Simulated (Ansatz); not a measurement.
A calculation with Ansatz 0.2.0 of Ti (ASE script, structure from a CIF):

Contents of run.py:

```python
import json

import ase.io
import numpy as np

import ansatz as az

atoms = ase.io.read("Ti.cif")
atoms.info.pop("occupancy", None)

calculation = (
    az.Crystal.from_ase(atoms)
    .calculation()
    .kpoints(11, 11, 6)
    .functional(exchange="b88", correlation="pbe")
    .pseudopotentials(kind="paw", source="jth")
    .occupations(method="cold", width=0.15)
    .forces()
    .stress()
    .band_table(publish=True)
)
outcome = calculation.run(threads=2, events_out="events.jsonl")

report = outcome.report
for line in open("events.jsonl"):
    event = json.loads(line)
    if event["event"] == "scf_iter":
        d = event["data"]
        print(f"SCF {d['iter']:3d}  HF = {d['harris_foulkes_ev']:.6f} eV  dr2 = {d['dr2_ev']:.2e} eV")
    elif event["event"] in ("relax_step", "md_step"):
        d = event["data"]
        print(f"{event['event']} {d['step']:3d}  E = {d['lagrangian_ev']:.6f} eV")
np.set_printoptions(precision=5, suppress=True, linewidth=110)
print("converged:", report["converged"], "after", report["n_iterations"], "iterations")
print(f"free energy {report['free_energy_ev']:.6f} eV, Fermi level {report['fermi_energy_ev']:.4f} eV")
for key in ("band_edges_ev", "magnetization_mub", "site_moments_mub", "site_moments_nc_mub", "forces_ev_ang",
                "stress_gpa"):
    if report.get(key) is not None:
        print(key, np.array(report[key]), sep="\n")
```

Ti.cif

```cif
data_Ti
_cell_length_a 2.86913704
_cell_length_b 2.86913704
_cell_length_c 4.55171571
_cell_angle_alpha 90.00000000
_cell_angle_beta 90.00000000
_cell_angle_gamma 120.00000000
_space_group_name_H-M_alt 'P6_3/mmc'
_space_group_name_Hall '-P 6c 2c'
_space_group_IT_number 194
loop_
_space_group_symop_operation_xyz
'x,y,z'
'-x,-y,-z'
'x-y,x,z+1/2'
'-x+y,-x,-z+1/2'
'-y,x-y,z'
'y,-x+y,-z'
'-x,-y,z+1/2'
'x,y,-z+1/2'
'-x+y,-x,z'
'x-y,x,-z'
'y,-x+y,z+1/2'
'-y,x-y,-z+1/2'
'-y,-x,-z+1/2'
'y,x,z+1/2'
'-x,-x+y,-z'
'x,x-y,z'
'-x+y,y,-z+1/2'
'x-y,-y,z+1/2'
'y,x,-z'
'-y,-x,z'
'x,x-y,-z+1/2'
'-x,-x+y,z+1/2'
'x-y,-y,-z'
'-x+y,y,z'
loop_
_atom_site_label
_atom_site_type_symbol
_atom_site_symmetry_multiplicity
_atom_site_Wyckoff_symbol
_atom_site_fract_x
_atom_site_fract_y
_atom_site_fract_z
_atom_site_occupancy
Ti1 Ti 2 c 0.6666666667 0.3333333333 0.7500000000 1
```

Potentials or basis: JTH PAW.

Command:

```console
$ python run.py
```

The cell isn't the ideal one: volume scaled by 0.92.

Problem. Write the same calculation in another form: native input, structure typed inline.

Solution. As run:

The input input.yaml:

```yaml
crystal:
  lattice:
    - [2.86913704, 0.0, 0.0]
    - [-1.43456852, 2.4847455636, 0.0]
    - [0.0, 0.0, 4.55171571]
  atoms:
    - { symbol: Ti, position: [0.6666666667, 0.3333333333, 0.75] }
    - { symbol: Ti, position: [0.3333333333, 0.6666666667, 0.25] }
hamiltonian:
  xc: { exchange: b88, correlation: pbe }
  pseudopotentials: { kind: paw, source: jth }
kpoints:
  mp_grid: { grid: [11, 11, 6] }
scf:
  occupations: { method: cold, width: 0.15 }
output:
  forces: true
  stress: true
  eigenvalues: true
```

Potentials or basis: JTH PAW.

Launch:

```console
$ ansatz run input.yaml --threads 2 --pin off --max-ram 5120MiB --backend cpu --events-out ev --progress --plain --runs-dir out
```

Both were run:

|  | ASE script, structure from a CIF | native input, structure typed inline |
| --- | --- | --- |
| Pressure | 8.6 GPa | 8.6 GPa |
| Band gap on the k mesh | none (metal or under the smearing width) | none (metal or under the smearing width) |

Keys that steer only the numerical path or the files written may differ.
